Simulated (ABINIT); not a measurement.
The system is Ge.

```xyz
2
Lattice="1.4881 -2.5947 0.0000 1.4881 2.5947 0.0000 0.0000 0.0000 4.7276" Properties=species:S:1:pos:R:3 pbc="T T T"
Ge    1.4881    0.8643    1.1819
Ge    1.4881   -0.8643    3.5457
```

This isn't the form of Ge at room conditions, which is diamond.

| Quantity | Value |
| --- | --- |
| Program | ABINIT 10.8.3 (patched build) |
| Task | relaxation of cell and atoms |
| Functional | r2SCAN |
| Potentials or basis | JTH PAW PBE v2.0 |
| Cutoff | 707 eV |
| k mesh | 5 × 5 × 3 |
| Occupations | fermi-dirac, width 0.05 eV |
| Spin | no spin polarisation |

At the start: pressure 3.1 GPa; volume 18.25 Å³/atom.

Where does the relaxation end?

Over 5 steps the energy falls by 17.4 meV/atom and the volume is 18.87 Å³/atom (+3.4 %); space group P6_3/mmc (No. 194, to 0.05 Å).

The path:
| step | energy change (eV) | largest force (eV/Å) | pressure (GPa) | volume (Å³) |
| --- | --- | --- | --- | --- |
| 1 | 0.0000 | 0.0035 | 3.11 | 36.51 |
| 2 | -0.0172 | 0.0013 | 2.09 | 36.85 |
| 3 | -0.0346 | 0.0015 | 0.27 | 37.58 |
| 4 | -0.0348 | 0.0017 | 0.05 | 37.70 |
| 5 | -0.0348 | 0.0019 | -0.01 | 37.73 |

Final structure:
```
Ge
1.0
     1.49168   -2.58733    0.00000
     1.49168    2.58733    0.00000
     0.00000    0.00000    4.88822
Ge
2
Direct
  0.33374 0.66626 0.25000
  0.66626 0.33374 0.75000
```

Caveat: the k mesh is coarse (spacing up to 0.49 Å⁻¹), so the values aren't converged; the PAW data sets were made with another functional, which shifts forces and pressure a little.
